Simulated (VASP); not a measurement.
# CdO (Monteponite) (Fm-3m) in VASP: further runs

The runs below take CdO (Monteponite) through relaxation of cell and atoms, with PBE+D3(BJ), PBEsol.

Everything below comes from runs of VASP 6.6.1. Logs are shortened: lines on timing, memory, paths and dates and some standing lists are left out, and cuts for length are marked.

### 1 Starting point

The structure is cubic, space group Fm-3m (No. 225). Conventional cell: a = 4.699 Å, b = 4.699 Å, c = 4.699 Å, α = 90.00°, β = 90.00°, γ = 90.00°. Cd (site symmetry m-3m) has 6 O at 2.35 Å as nearest neighbours. Around O (site symmetry m-3m) lie 6 Cd at 2.35 Å.

### 2 Relaxation of cell and atoms, PBE+D3(BJ)

INCAR

```
  PREC = Accurate
  ENCUT = 600
  EDIFF = 1E-6
  ISMEAR = 0
  SIGMA = 0.03
  LREAL = F
  LASPH = T
  NELM = 80
  ALGO = Normal
  ISIF = 3
  LWAVE = F
  LCHARG = F
  GGA = PE
  IVDW = 12
  IBRION = 2
  NSW = 90
  EDIFFG = -0.01
```

KPOINTS

```
regular mesh
0
Gamma
  12 12 12
```

POSCAR

```
CdO
1.0
    0.0000000000      2.3495000000      2.3495000000
    2.3495000000      0.0000000000      2.3495000000
    2.3495000000      2.3495000000      0.0000000000
Cd O
1 1
Direct
    0.0000000000      0.0000000000      0.0000000000
    0.5000000000      0.5000000000      0.5000000000
```

Potentials or basis: VASP PAW PBE potentials, release 64 (Cd, O).

Launch:

```
$ cat potpaw_PBE.64/Cd/POTCAR potpaw_PBE.64/O/POTCAR > POTCAR
$ mpirun -np 1 vasp_std > vasp.out
```

OUTCAR:

```text
PREC = Accurate
   ENCUT = 600
   EDIFF = 1E-6
   ISMEAR = 0
   LREAL = F
   LASPH = T
   NELM = 80
   ISIF = 3
   GGA = PE
   IVDW = 12
   IBRION = 2
   NSW = 90
   EDIFFG = -0.01
 IVDW          = 12

 ion  position               nearest neighbor table
   1  0.000  0.000  0.000-   2 2.35   2 2.35   2 2.35   2 2.35   2 2.35   2 2.35
   2  0.500  0.500  0.500-   1 2.35   1 2.35   1 2.35   1 2.35   1 2.35   1 2.35

  LATTYP: Found a face centered cubic cell.
 ALAT       =     4.6990000000

  Lattice vectors:

 A1 = (   0.0000000000,   2.3495000000,   2.3495000000)
 A2 = (   2.3495000000,   0.0000000000,   2.3495000000)
 A3 = (   2.3495000000,   2.3495000000,   0.0000000000)

Analysis of symmetry for initial positions (statically):
=====================================================================
 Subroutine PRICEL returns:
 Original cell was already a primitive cell.

 Routine SETGRP: Setting up the symmetry group for a
 face centered cubic supercell.

 Subroutine GETGRP returns: Found 48 space group operations
 (whereof 48 operations were pure point group operations)
 out of a pool of 48 trial point group operations.

The static configuration has the point symmetry O_h .

Analysis of symmetry for dynamics (positions and initial velocities):
=====================================================================
 Subroutine PRICEL returns:
 Original cell was already a primitive cell.

 Routine SETGRP: Setting up the symmetry group for a
 face centered cubic supercell.

 Subroutine GETGRP returns: Found 48 space group operations
 (whereof 48 operations were pure point group operations)
 out of a pool of 48 trial point group operations.

The dynamic configuration has the point symmetry O_h .

 Subroutine INISYM returns: Found 48 space group operations
 (whereof 48 operations are pure point group operations),
 and found     1 'primitive' translations

----------------------------------------------------------------------------------------

                                     Primitive cell

  volume of cell :      25.9392

  direct lattice vectors                    reciprocal lattice vectors
     0.000000000  2.349500000  2.349500000    -0.212811236  0.212811236  0.212811236
     2.349500000  0.000000000  2.349500000     0.212811236 -0.212811236  0.212811236
     2.349500000  2.349500000  0.000000000     0.212811236  0.212811236 -0.212811236

  length of vectors
     3.322694765  3.322694765  3.322694765     0.368599874  0.368599874  0.368599874

  position of ions in fractional coordinates (direct lattice)
     0.000000000  0.000000000  0.000000000
     0.500000000  0.500000000  0.500000000

  ion indices of the primitive-cell ions
   primitive index   ion index
                 1           1
                 2           2

----------------------------------------------------------------------------------------

 KPOINTS: regular mesh

Automatic generation of k-mesh.
 Grid dimensions read from file:
 generate k-points for:   12   12   12

 Generating k-lattice:

  Cartesian coordinates                     Fractional coordinates (reciprocal lattice)
    -0.017734270  0.017734270  0.017734270     0.083333333  0.000000000  0.000000000
     0.017734270 -0.017734270  0.017734270     0.000000000  0.083333333  0.000000000
     0.017734270  0.017734270 -0.017734270     0.000000000  0.000000000  0.083333333

  Length of vectors
     0.030716656  0.030716656  0.030716656

  Shift w.r.t. Gamma in fractional coordinates (k-lattice)
     0.000000000  0.000000000  0.000000000

 Subroutine IBZKPT returns following result:
 ===========================================

 Found     72 irreducible k-points:

 Following reciprocal coordinates:
            Coordinates               Weight
  0.000000  0.000000  0.000000      1.000000
  0.083333  0.000000  0.000000      8.000000
  0.166667  0.000000  0.000000      8.000000
  0.250000  0.000000  0.000000      8.000000
  0.333333  0.000000  0.000000      8.000000
  0.416667  0.000000  0.000000      8.000000
[... 16 lines left out ...]
  0.500000  0.166667  0.000000     24.000000
 -0.416667  0.166667  0.000000     24.000000
 [... further k-points ...]
   k-points           NKPTS =     72   k-points in BZ     NKDIM =     72   number of bands    NBANDS=     13
   number of dos      NEDOS =    301   number of ions     NIONS =      2
   total plane-waves  NPLWV =  21952
   dimension x,y,z NGX =    28 NGY =   28 NGZ =   28
   dimension x,y,z NGXF=    56 NGYF=   56 NGZF=   56
   ions per type =               1   1
   NGX,Y,Z   is equivalent  to a cutoff of  14.01, 14.01, 14.01 a.u.
   NGXF,Y,Z  is equivalent  to a cutoff of  28.02, 28.02, 28.02 a.u.
 SYSTEM =  unknown system
   PREC   = accura    normal or accurate (medium, high low for compatibility)
   ISTART =      0    job   : 0-new  1-cont  2-samecut
   ICHARG =      2    charge: 1-file 2-atom 10-const
   ISPIN  =      1    spin polarized calculation?
   LNONCOLLINEAR =      F non collinear calculations
   LSORBIT =      F    spin-orbit coupling
   LASPH  =      T    aspherical Exc in radial PAW
   ENCUT  =  600.0 eV  44.10 Ry    6.64 a.u.   6.64  6.64  6.64*2*pi/ulx,y,z
   NELM   =     80;   NELMIN=  2; NELMDL= -5     # of ELM steps
   EDIFF  = 0.1E-05   stopping-criterion for ELM
   LREAL  =      F    real-space projection
   EDIFFG = -.1E-01   stopping-criterion for IOM
   NSW    =     90    number of steps for IOM
   IBRION =      2    ionic relax: 0-MD 1-quasi-New 2-CG
   NFREE  =      1    steps in history (QN), initial steepest desc. (CG)
   ISIF   =      3    stress and relaxation
   ISYM   =      2    0-nonsym 1-usesym 2-fastsym
   POTIM  = 0.5000    time-step for ionic-motion
   TEBEG  =    0.0;   TEEND  =   0.0 temperature during run
   PSTRESS=    0.0 pullay stress
   NELECT =      18.0000    total number of electrons
   NUPDOWN=      -1.0000    fix difference up-down
   EMIN   =  10.00;   EMAX   =-10.00  energy-range for DOS
   EFERMI =   0.00;   METHOD = LEGACY
   ISMEAR =     0;   SIGMA  =   0.03  broadening in eV -4-tet -1-fermi 0-gaus
   EFERMI_NEDOS =   21; number of points for ismear=-14 and -15
   IALGO  =     38    algorithm
   IMIX   =      4    mixing-type and parameters
     AMIX     =   0.40;   BMIX     =  1.00
     AMIX_MAG =   1.60;   BMIX_MAG =  1.00
  volume/ion in A,a.u.               =      12.97        87.52
  Fermi-wavevector in a.u.,A,eV,Ry     =   1.449373  2.738918 28.581522  2.100683
  Thomas-Fermi vector in A             =   2.567107
   LORBIT       =      0    0 simple, 1 ext, 2 COOP (PROOUT), +10 PAW based schemes
   GGA     = PE    functional components
   LHFCALC =     F    Hartree Fock is set to
   AEXX    =    0.0000 exact exchange contribution
   IVDW    =    12    specifies the selected vdW correction
   LEPSILON=     F    determine dielectric tensor
   LRPA    =     F    only Hartree local field effects (RPA)
 conjugate gradient relaxation of ions
 non-spin polarized calculation
 Gauss-broadening in eV      SIGMA  =   0.03
  energy-cutoff  :      600.00
  volume of cell :       25.94
 maximum number of plane-waves:       893
   NGX = 13   NGY = 13   NGZ = 13

--------------------------------------- Ionic step        1  -------------------------------------------

 number of electron      18.0000002 magnetization

 Free energy of the ion-electron system (eV)
  ---------------------------------------------------
  ext. energy  EPLUGINS =         0.00000000
  ---------------------------------------------------
  free energy    TOTEN  =        -7.69798969 eV

  energy without entropy =       -7.69794381  energy(sigma->0) =       -7.69796675

------------------------ aborting loop because EDIFF is reached ----------------------------------------

 Edisp (eV)   -0.58788

 E8    (eV) :    -0.2360

  FORCE on cell =-STRESS in cart. coord.  units (eV):
  Direction    XX          YY          ZZ          XY          YZ          ZX
  --------------------------------------------------------------------------------------
  -------------------------------------------------------------------------------------
  Total       0.60969     0.60969     0.60969    -0.00000    -0.00000     0.00000
  in kB      37.65859    37.65859    37.65859    -0.00000    -0.00000     0.00000
  external pressure =       37.66 kB  Pullay stress =        0.00 kB
[... 61 lines left out ...]
  energy  without entropy=       -8.2901631238  energy(sigma->0) =       -8.29018660

--------------------------------------- Ionic step        3  -------------------------------------------

 number of electron      17.9999997 magnetization

 Free energy of the ion-electron system (eV)
  ---------------------------------------------------
  ext. energy  EPLUGINS =         0.00000000
  ---------------------------------------------------
  free energy    TOTEN  =        -7.72079734 eV

  energy without entropy =       -7.72075083  energy(sigma->0) =       -7.72077408

 E-fermi :   1.8218     XC(G=0): -11.5521

 val. band max:        1.7953335599   @ k =   0.5000   0.0000   0.0000
 cond. band min:       2.1427504504   @ k =   0.0833   0.0000   0.0000
 fundamental gap:      0.3474168905
 Fermi energy:         1.8218245611

 k-point     1 :       0.0000    0.0000    0.0000
  band No.  band energies     occupation
      1     -15.3826      2.00000
      2      -4.8649      2.00000
      3      -4.8649      2.00000
      4      -4.8649      2.00000
      5      -4.5754      2.00000
      6      -4.5754      2.00000
      7       0.5633      2.00000
      8       0.5633      2.00000
      9       0.5633      2.00000
     10       1.3188      2.00000
     11      16.7474      0.00000
     12      18.6495      0.00000
     13      18.6495      0.00000
[... 353 lines left out ...]
 k-point    24 :      -0.4167    0.1667    0.0000
  band No.  band energies     occupation
      1     -14.6532      2.00000
      2      -5.5129      2.00000
      3      -5.2729      2.00000
      4      -5.1811      2.00000
      5      -4.3693      2.00000
      6      -4.3456      2.00000
      7      -1.8343      2.00000
      8       0.6486      2.00000
      9       1.5581      2.00000
     10       7.4293      0.00000
     11       8.6165      0.00000
     12      12.0167      0.00000
     13      13.9767      0.00000

 [... further k-points ...]

------------------------ aborting loop because EDIFF is reached ----------------------------------------

 Edisp (eV)   -0.57287

 E8    (eV) :    -0.2301

  FORCE on cell =-STRESS in cart. coord.  units (eV):
  Direction    XX          YY          ZZ          XY          YZ          ZX
  --------------------------------------------------------------------------------------
  -------------------------------------------------------------------------------------
  Total       0.00142     0.00142     0.00142    -0.00000     0.00000    -0.00000
  in kB       0.08518     0.08518     0.08518    -0.00000     0.00000    -0.00000
  external pressure =        0.09 kB  Pullay stress =        0.00 kB
[... 17 lines left out ...]
  FREE ENERGIE OF THE ION-ELECTRON SYSTEM (eV)
  ---------------------------------------------------
  free  energy   TOTEN  =        -8.2936623377 eV

  energy  without entropy=       -8.2936158303  energy(sigma->0) =       -8.29363908

 reached required accuracy - stopping structural energy minimisation
```

Wall time 77 s (1 thread of Intel Xeon Platinum 8259CL at 2.50GHz (Skylake/Cascade Lake), shared host); peak memory 0.19 GiB.

What came out:

* Free energy: -8.2937 eV
* Relaxed volume: 13.31 Å³/atom
* Relaxed cell: a = 3.352 Å, b = 3.352 Å, c = 3.352 Å, α = 60.00°, β = 60.00°, γ = 60.00°
* Space group after relaxing (to 0.05 Å): Fm-3m (No. 225)
* Energy gained by relaxing: 3.9 meV/atom
* Ionic steps: 3
* Pressure after relaxing: 0.0 GPa
* Band gap on the k mesh: none (metal or under the smearing width)
* Dispersion energy per atom: -0.286 eV

Step by step:
```csv
step,energy change (eV),largest force (eV/Å),pressure (GPa),volume (Å³)
1,0.0000,0.0000,3.77,25.94
2,-0.0043,0.0000,-2.28,27.10
3,-0.0078,0.0000,0.01,26.62
```

Final structure:
```yaml
crystal:
  lattice:
    - [0.00000, 2.36998, 2.36998]
    - [2.36998, 0.00000, 2.36998]
    - [2.36998, 2.36998, 0.00000]
  atoms:
    - { symbol: Cd, position: [0.00000, 0.00000, 0.00000] }
    - { symbol: O, position: [0.50000, 0.50000, 0.50000] }
```

Levels at points of the mesh, in eV from the Fermi level:
| k point | band 6 | band 7 | band 8 | band 9 | band 10 | band 11 | band 12 | band 13 |
| --- | --- | --- | --- | --- | --- | --- | --- | --- |
| (0.00, 0.00, 0.00) | -6.40 | -1.26 | -1.26 | -1.26 | -0.50 | 14.93 | 16.83 | 16.83 |
| (0.50, 0.00, 0.00) | -6.17 | -3.77 | -0.03 | -0.03 | 4.41 | 7.11 | 11.80 | 11.80 |
| (0.50, 0.50, 0.00) | -5.76 | -4.17 | -2.20 | -2.20 | 3.75 | 8.42 | 11.10 | 13.11 |

Caveat: pairwise dispersion overbinds metals, which lowers pressure and volume; this crystal is a semiconductor, whose small gap the functional closes, so the metal is an error of the method.

### 3 Relaxation of cell and atoms, PBE+D3(BJ)

This run uses another cell than the first one, of 13.31 Å³/atom, 1.026 times its volume.

Edit INCAR of step 2 so:

```diff
@@ -2,3 +2,3 @@
   ENCUT = 600
-  EDIFF = 1E-6
+  EDIFF = 1E-7
   ISMEAR = 0
@@ -16,2 +16,2 @@
   NSW = 90
-  EDIFFG = -0.01
+  EDIFFG = -0.005
```

KPOINTS is that of step 2.

POSCAR

```
CdO                                     
1.0
   -0.0000000000      2.3699812810      2.3699812810
    2.3699812810     -0.0000000000      2.3699812810
    2.3699812810      2.3699812810      0.0000000000
  Cd              O             
     1     1
Direct
     0.0000000000000000    0.0000000000000000    0.0000000000000000
     0.5000000000000000    0.5000000000000000    0.5000000000000000
```

Potentials or basis: VASP PAW PBE potentials, release 64 (Cd, O).

Launch:

```
$ cat potpaw_PBE.64/Cd/POTCAR potpaw_PBE.64/O/POTCAR > POTCAR
$ mpirun -np 1 vasp_std > vasp.out
```

Wall time 39 s (1 thread of Intel Xeon Platinum 8259CL at 2.50GHz (Skylake/Cascade Lake), shared host); peak memory 0.18 GiB.

It converged, with:

- Free energy: -8.2950 eV
- Pressure after relaxing: 0.0 GPa
- Band gap on the k mesh: none (metal or under the smearing width)
- Dispersion energy per atom: -0.286 eV

Final structure:
```
CELL_PARAMETERS angstrom
0.00000 2.36998 2.36998
2.36998 0.00000 2.36998
2.36998 2.36998 0.00000
ATOMIC_POSITIONS crystal
Cd 0.00000 0.00000 0.00000
O 0.50000 0.50000 0.50000
```

Levels at points of the mesh, in eV from the Fermi level:
```
           k point  band 5  band 6  band 7  band 8  band 9  band 10  band 11  band 12  band 13
(0.00, 0.00, 0.00)   -6.40   -6.40   -1.26   -1.26   -1.26    -0.50    14.93    16.83    16.83
(0.50, 0.00, 0.00)   -6.17   -6.17   -3.77   -0.03   -0.03     4.41     7.11    11.80    11.80
(0.50, 0.50, 0.00)   -6.04   -5.76   -4.17   -2.20   -2.20     3.75     8.42    11.10    13.11
```

Caveat: the relaxation stopped at its first step, so nothing moved; pairwise dispersion overbinds metals, which lowers pressure and volume; this crystal is a semiconductor, whose small gap the functional closes, so the metal is an error of the method.

### 4 Relaxation of cell and atoms, PBEsol

INCAR

```
SYSTEM = CdO
PREC = Accurate
ENCUT = 600
EDIFF = 1E-6
ISMEAR = 0
SIGMA = 0.03
LREAL = .False.
LASPH = .True.
NELM = 80
ALGO = Normal
ISIF = 3
LWAVE = .False.
LCHARG = .False.
GGA = PS
IBRION = 2
NSW = 90
EDIFFG = -0.01
KPAR = 4
```

KPOINTS

```
Automatic mesh
0
Gamma
  12 12 12
  0 0 0
```

POSCAR

```
CdO
1.0
    0.0000000000      2.3495000000      2.3495000000
    2.3495000000      0.0000000000      2.3495000000
    2.3495000000      2.3495000000      0.0000000000
Cd O
1 1
Direct
    0.0000000000      0.0000000000      0.0000000000
    0.5000000000      0.5000000000      0.5000000000
```

Launch:

```
$ cat potpaw_PBE.64/Cd/POTCAR potpaw_PBE.64/O/POTCAR > POTCAR
$ mpirun -np 4 vasp_std > vasp.out
```

Run time: 8.5 s. Hardware: 4 MPI ranks of AMD EPYC 9R45 (Zen 5), shared host; peak memory 0.16 GiB.

The run converged. Its results:

```
Free energy                            : -8.5055 eV
Relaxed volume                         : 13.02 Å³/atom
Relaxed cell                           : a = 3.327 Å, b = 3.327 Å, c = 3.327 Å, α = 60.00°, β = 60.00°, γ = 60.00°
Space group after relaxing (to 0.05 Å) : Fm-3m (No. 225)
Energy gained by relaxing              : 0.1 meV/atom
Ionic steps                            : 3
Pressure after relaxing                : 0.0 GPa
Band gap on the k mesh                 : none (metal or under the smearing width)
```

The path:
| step | energy change (eV) | largest force (eV/Å) | pressure (GPa) | volume (Å³) |
| --- | --- | --- | --- | --- |
| 1 | 0.0000 | 0.0000 | 0.53 | 25.94 |
| 2 | -0.0001 | 0.0000 | -0.36 | 26.10 |
| 3 | -0.0002 | 0.0000 | 0.00 | 26.04 |

Final structure:
```
CELL_PARAMETERS angstrom
0.00000 2.35240 2.35240
2.35240 0.00000 2.35240
2.35240 2.35240 0.00000
ATOMIC_POSITIONS crystal
Cd 0.00000 0.00000 0.00000
O 0.50000 0.50000 0.50000
```

Levels at points of the mesh, in eV from the Fermi level:
```csv
k point,band 5,band 6,band 7,band 8,band 9,band 10,band 11,band 12,band 13
"(0.00, 0.00, 0.00)",-6.38,-6.38,-1.37,-1.37,-1.37,-0.57,14.74,16.83,16.83
"(0.50, 0.00, 0.00)",-6.12,-6.12,-3.85,-0.03,-0.03,4.26,7.19,11.76,11.76
"(0.50, 0.50, 0.00)",-5.98,-5.67,-4.42,-2.36,-2.36,3.73,8.40,11.02,13.17
```

Caveat: the PAW data sets were made with another functional, which shifts forces and pressure a little; this crystal is a semiconductor, whose small gap the functional closes, so the metal is an error of the method.
